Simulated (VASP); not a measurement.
# CaB2 (P6/mmm) in VASP: reference runs

Reference runs on CaB2: the cell as given and a disturbed copy.

Program: VASP 6.6.1. These are calculated values, not measurements. Logs are shortened: lines on timing, memory, paths and dates and some standing lists are left out, and cuts for length are marked.

### 1 The crystal as given

It takes space group P6/mmm (No. 191, hexagonal). Conventional cell: a = 3.226 Å, b = 3.226 Å, c = 4.067 Å, α = 90.00°, β = 90.00°, γ = 120.00°. Ca (site symmetry 6/mmm) has 12 B at 2.76 Å as nearest neighbours. B (site symmetry -6m2) has 3 B at 1.86 Å as nearest neighbours.

The cell comes from a database or a generator and needn't be the stable form of this composition.

### 2 Single point, PBE

File INCAR:

```
SYSTEM = CaB2
PREC = Accurate
ENCUT = 520
EDIFF = 1E-7
ISMEAR = -1
SIGMA = 0.05
LREAL = .False.
LASPH = .True.
NELM = 100
ALGO = Normal
ISIF = 2
LWAVE = .False.
LCHARG = .False.
GGA = PE
NBANDS = 15
```

File KPOINTS:

```
regular mesh
0
Gamma
  9 9 7
  0 0 0
```

File POSCAR:

```
CaB2
1.0
    3.2264302843      0.0000000000      0.0000000000
   -1.6132151421      2.7941705897      0.0000000000
    0.0000000000      0.0000000000      4.0673920000
Ca B
1 2
Direct
    0.0000000000      0.0000000000      0.0000000000
    0.6666666667      0.3333333333      0.5000000000
    0.3333333333      0.6666666667      0.5000000000
```

Potentials or basis: VASP PAW PBE potentials, release 64 (Ca_sv, B).

The run is started by

```
> cat potpaw_PBE.64/Ca_sv/POTCAR potpaw_PBE.64/B/POTCAR > POTCAR
> mpirun -np 1 vasp_std > vasp.out
```

OUTCAR:

```text
SYSTEM = CaB2
   PREC = Accurate
   ENCUT = 520
   EDIFF = 1E-7
   ISMEAR = -1
   LREAL = .False.
   LASPH = .True.
   NELM = 100
   ISIF = 2
   GGA = PE

 ion  position               nearest neighbor table
   1  0.000  0.000  0.000-
   2  0.667  0.333  0.500-   3 1.86   3 1.86   3 1.86
   3  0.333  0.667  0.500-   2 1.86   2 1.86   2 1.86

  LATTYP: Found a hexagonal cell.
 ALAT       =     3.2264302843
 C/A-ratio  =     1.2606477257

  Lattice vectors:

 A1 = (   3.2264302843,   0.0000000000,   0.0000000000)
 A2 = (  -1.6132151421,   2.7941705897,   0.0000000000)
 A3 = (   0.0000000000,   0.0000000000,   4.0673920000)

Analysis of symmetry for initial positions (statically):
=====================================================================
 Subroutine PRICEL returns:
 Original cell was already a primitive cell.

 Routine SETGRP: Setting up the symmetry group for a
 hexagonal supercell.

 Subroutine GETGRP returns: Found 24 space group operations
 (whereof 24 operations were pure point group operations)
 out of a pool of 24 trial point group operations.

The static configuration has the point symmetry D_6h.

Analysis of symmetry for dynamics (positions and initial velocities):
=====================================================================
 Subroutine PRICEL returns:
 Original cell was already a primitive cell.

 Routine SETGRP: Setting up the symmetry group for a
 hexagonal supercell.

 Subroutine GETGRP returns: Found 24 space group operations
 (whereof 24 operations were pure point group operations)
 out of a pool of 24 trial point group operations.

The dynamic configuration has the point symmetry D_6h.

 Subroutine INISYM returns: Found 24 space group operations
 (whereof 24 operations are pure point group operations),
 and found     1 'primitive' translations

----------------------------------------------------------------------------------------

                                     Primitive cell

  volume of cell :      36.6683

  direct lattice vectors                    reciprocal lattice vectors
     3.226430284  0.000000000  0.000000000     0.309940061  0.178943978  0.000000000
    -1.613215142  2.794170590  0.000000000     0.000000000  0.357887956  0.000000000
     0.000000000  0.000000000  4.067392000     0.000000000  0.000000000  0.245857788

  length of vectors
     3.226430284  3.226430284  4.067392000     0.357887956  0.357887956  0.245857788

  position of ions in fractional coordinates (direct lattice)
     0.000000000  0.000000000  0.000000000
     0.666666667  0.333333333  0.500000000
     0.333333333  0.666666667  0.500000000

  ion indices of the primitive-cell ions
   primitive index   ion index
                 1           1
                 2           2
                 3           3

----------------------------------------------------------------------------------------

 KPOINTS: regular mesh

Automatic generation of k-mesh.
 Grid dimensions read from file:
 generate k-points for:    9    9    7

 Generating k-lattice:

  Cartesian coordinates                     Fractional coordinates (reciprocal lattice)
     0.034437785  0.019882664  0.000000000     0.111111111 -0.000000000  0.000000000
     0.000000000  0.039765328  0.000000000     0.000000000  0.111111111  0.000000000
     0.000000000  0.000000000  0.035122541     0.000000000  0.000000000  0.142857143

  Length of vectors
     0.039765328  0.039765328  0.035122541

  Shift w.r.t. Gamma in fractional coordinates (k-lattice)
     0.000000000  0.000000000  0.000000000

 Subroutine IBZKPT returns following result:
 ===========================================

 Found     48 irreducible k-points:

 Following reciprocal coordinates:
            Coordinates               Weight
  0.000000  0.000000  0.000000      1.000000
  0.111111 -0.000000  0.000000      6.000000
  0.222222 -0.000000  0.000000      6.000000
  0.333333 -0.000000  0.000000      6.000000
  0.444444 -0.000000  0.000000      6.000000
  0.111111  0.111111  0.000000      6.000000
[... 16 lines left out ...]
  0.333333  0.222222  0.142857     24.000000
  0.333333  0.333333  0.142857      4.000000
 [... further k-points ...]
   k-points           NKPTS =     48   k-points in BZ     NKDIM =     48   number of bands    NBANDS=     15
   number of dos      NEDOS =    301   number of ions     NIONS =      3
   total plane-waves  NPLWV =  17280
   dimension x,y,z NGX =    24 NGY =   24 NGZ =   30
   dimension x,y,z NGXF=    48 NGYF=   48 NGZF=   60
   ions per type =               1   2
   NGX,Y,Z   is equivalent  to a cutoff of  12.37, 12.37, 12.26 a.u.
   NGXF,Y,Z  is equivalent  to a cutoff of  24.73, 24.73, 24.52 a.u.
 SYSTEM =  CaB2
   PREC   = accura    normal or accurate (medium, high low for compatibility)
   ISTART =      0    job   : 0-new  1-cont  2-samecut
   ICHARG =      2    charge: 1-file 2-atom 10-const
   ISPIN  =      1    spin polarized calculation?
   LNONCOLLINEAR =      F non collinear calculations
   LSORBIT =      F    spin-orbit coupling
   LASPH  =      T    aspherical Exc in radial PAW
   ENCUT  =  520.0 eV  38.22 Ry    6.18 a.u.   6.00  6.00  7.56*2*pi/ulx,y,z
   NELM   =    100;   NELMIN=  2; NELMDL= -5     # of ELM steps
   EDIFF  = 0.1E-06   stopping-criterion for ELM
   LREAL  =      F    real-space projection
   EDIFFG = 0.1E-05   stopping-criterion for IOM
   NSW    =      0    number of steps for IOM
   IBRION =     -1    ionic relax: 0-MD 1-quasi-New 2-CG
   NFREE  =      0    steps in history (QN), initial steepest desc. (CG)
   ISIF   =      2    stress and relaxation
   ISYM   =      2    0-nonsym 1-usesym 2-fastsym
   POTIM  = 0.5000    time-step for ionic-motion
   TEBEG  =    0.0;   TEEND  =   0.0 temperature during run
   PSTRESS=    0.0 pullay stress
   NELECT =      16.0000    total number of electrons
   NUPDOWN=      -1.0000    fix difference up-down
   EMIN   =  10.00;   EMAX   =-10.00  energy-range for DOS
   EFERMI =   0.00;   METHOD = LEGACY
   ISMEAR =    -1;   SIGMA  =   0.05  broadening in eV -4-tet -1-fermi 0-gaus
   EFERMI_NEDOS =   21; number of points for ismear=-14 and -15
   IALGO  =     38    algorithm
   IMIX   =      4    mixing-type and parameters
     AMIX     =   0.40;   BMIX     =  1.00
     AMIX_MAG =   1.60;   BMIX_MAG =  1.00
  volume/ion in A,a.u.               =      12.22        82.48
  Fermi-wavevector in a.u.,A,eV,Ry     =   1.241703  2.346479 20.977823  1.541826
  Thomas-Fermi vector in A             =   2.376089
   LORBIT       =      0    0 simple, 1 ext, 2 COOP (PROOUT), +10 PAW based schemes
   GGA     = PE    functional components
   LHFCALC =     F    Hartree Fock is set to
   AEXX    =    0.0000 exact exchange contribution
   IVDW    =     0    specifies the selected vdW correction
   LEPSILON=     F    determine dielectric tensor
   LRPA    =     F    only Hartree local field effects (RPA)
 non-spin polarized calculation
  energy-cutoff  :      520.00
  volume of cell :       36.67
 maximum number of plane-waves:      1002
 NGX is ok and might be reduce to    24
   NGX = 11   NGY = 11   NGZ = 15

 number of electron      16.0000004 magnetization

 Free energy of the ion-electron system (eV)
  ---------------------------------------------------
  ext. energy  EPLUGINS =         0.00000000
  ---------------------------------------------------
  free energy    TOTEN  =       -15.74430800 eV

  energy without entropy =      -15.73639216  energy(sigma->0) =      -15.74035008

 E-fermi :   4.6176     XC(G=0): -10.8128

 val. band max:        4.6006297146   @ k =   0.4444   0.1111   0.2857
 cond. band min:       4.6620154859   @ k =   0.3333   0.3333   0.0000
 fundamental gap:      0.0613857713
 Fermi energy:         4.6175628292

 k-point     1 :       0.0000    0.0000    0.0000
  band No.  band energies     occupation
      1     -35.0744      2.00000
      2     -16.0725      2.00000
      3     -15.8667      2.00000
      4     -15.8667      2.00000
      5      -5.7676      2.00000
      6       2.8543      2.00000
      7       4.9996      0.00096
      8       4.9996      0.00096
      9       5.0613      0.00028
     10      10.0613      0.00000
     11      10.0613      0.00000
     12      10.9131      0.00000
     13      10.9131      0.00000
     14      11.5409      0.00000
     15      11.6799      0.00000

 k-point     2 :       0.1111   -0.0000    0.0000
  band No.  band energies     occupation
      1     -35.0614      2.00000
      2     -16.0540      2.00000
      3     -15.9622      2.00000
      4     -15.8866      2.00000
      5      -5.5544      2.00000
      6       2.8693      2.00000
      7       4.1698      1.99974
      8       4.7805      0.07404
      9       5.3302      0.00000
     10       9.4587      0.00000
     11      10.0028      0.00000
     12      10.7834      0.00000
     13      10.8912      0.00000
     14      11.6199      0.00000
     15      12.4422      0.00000

 k-point     3 :       0.2222   -0.0000    0.0000
  band No.  band energies     occupation
      1     -35.0283      2.00000
      2     -16.1962      2.00000
      3     -16.0069      2.00000
      4     -15.9364      2.00000
      5      -4.9397      2.00000
      6       2.4534      2.00000
      7       2.9349      2.00000
      8       4.2794      1.99769
      9       5.8816      0.00000
     10       8.7644      0.00000
     11      10.0855      0.00000
     12      10.3770      0.00000
     13      10.4784      0.00000
     14      11.4395      0.00000
     15      12.5641      0.00000

 k-point     4 :       0.3333   -0.0000    0.0000
  band No.  band energies     occupation
      1     -34.9903      2.00000
      2     -16.4501      2.00000
      3     -15.9923      2.00000
      4     -15.9527      2.00000
      5      -3.9774      2.00000
      6       0.5992      2.00000
      7       3.0733      2.00000
      8       3.7899      2.00000
      9       5.9414      0.00000
     10       8.7645      0.00000
     11       9.3077      0.00000
     12      10.1646      0.00000
     13      11.1782      0.00000
     14      11.2389      0.00000
     15      13.2598      0.00000
[... 307 lines left out ...]
 k-point    22 :       0.2222    0.2222    0.1429
  band No.  band energies     occupation
      1     -34.9727      2.00000
      2     -16.4553      2.00000
      3     -16.1217      2.00000
      4     -15.9477      2.00000
      5      -3.3846      2.00000
      6       0.5172      2.00000
      7       1.9576      2.00000
      8       3.2971      2.00000
      9       6.3378      0.00000
     10       7.9387      0.00000
     11       9.0350      0.00000
     12      11.3935      0.00000
     13      12.3228      0.00000
     14      12.4886      0.00000
     15      13.4914      0.00000

 k-point    23 :       0.3333    0.2222    0.1429
  band No.  band energies     occupation
      1     -34.9536      2.00000
      2     -16.5088      2.00000
      3     -16.2218      2.00000
      4     -15.9187      2.00000
      5      -2.2643      2.00000
      6      -0.7369      2.00000
      7       1.3321      2.00000
      8       3.8003      2.00000
      9       5.4466      0.00000
     10       8.2813      0.00000
     11       9.2717      0.00000
     12      11.2486      0.00000
     13      12.5498      0.00000
     14      13.2075      0.00000
     15      14.4949      0.00000

 k-point    24 :       0.3333    0.3333    0.1429
  band No.  band energies     occupation
      1     -34.9469      2.00000
      2     -16.3935      2.00000
      3     -16.3935      2.00000
      4     -15.9087      2.00000
      5      -1.2949      2.00000
      6      -1.2949      2.00000
      7       0.5461      2.00000
      8       4.5683      1.45647
      9       4.5683      1.45646
     10       8.9016      0.00000
     11       8.9016      0.00000
     12      11.0794      0.00000
     13      13.2904      0.00000
     14      13.2904      0.00000
     15      14.7417      0.00000

 [... further k-points ...]

------------------------ aborting loop because EDIFF is reached ----------------------------------------

  FORCE on cell =-STRESS in cart. coord.  units (eV):
  Direction    XX          YY          ZZ          XY          YZ          ZX
  --------------------------------------------------------------------------------------
  -------------------------------------------------------------------------------------
  Total       -0.0919056     -0.0919056      0.1213122     -0.0000000     -0.0000000      0.0000000
  in kB       -4.0156993     -4.0156993      5.3005843     -0.0000000     -0.0000000      0.0000000
  external PRESSURE =      -0.9102714 kB  Pullay stress =       0.0000000 kB

 VOLUME and BASIS-vectors are now :
 -----------------------------------------------------------------------------
  energy-cutoff  :      520.00
  volume of cell :       36.67
      direct lattice vectors                 reciprocal lattice vectors
     3.226430284  0.000000000  0.000000000     0.309940061  0.178943978  0.000000000
    -1.613215142  2.794170590  0.000000000     0.000000000  0.357887956  0.000000000
     0.000000000  0.000000000  4.067392000     0.000000000  0.000000000  0.245857788

 POSITION                                       TOTAL-FORCE (eV/Angst)
 -----------------------------------------------------------------------------------
      0.00000      0.00000      0.00000        -0.000000     -0.000000      0.000000
      1.61322      0.93139      2.03370        -0.000000      0.000000      0.000000
     -0.00000      1.86278      2.03370         0.000000     -0.000000      0.000000
 -----------------------------------------------------------------------------------
    total drift:                               -0.000000      0.000000      0.000000

  FREE ENERGIE OF THE ION-ELECTRON SYSTEM (eV)
  ---------------------------------------------------
  free  energy   TOTEN  =       -15.7443080021 eV

  energy  without entropy=      -15.7363921573  energy(sigma->0) =      -15.74035008
```

It took 16 s on 1 thread of Intel Xeon Platinum 8488C (Sapphire Rapids), shared host; peak memory 0.16 GiB.

What came out:

| Property | Result |
| --- | --- |
| Free energy | -15.7443 eV |
| Pressure | -0.1 GPa |
| Band gap on the k mesh | none (metal or under the smearing width) |

Stress tensor (GPa, compression positive):
```
-0.40  0.00  0.00
 0.00 -0.40  0.00
 0.00  0.00  0.53
```

(Continued in part 2 of 2.)
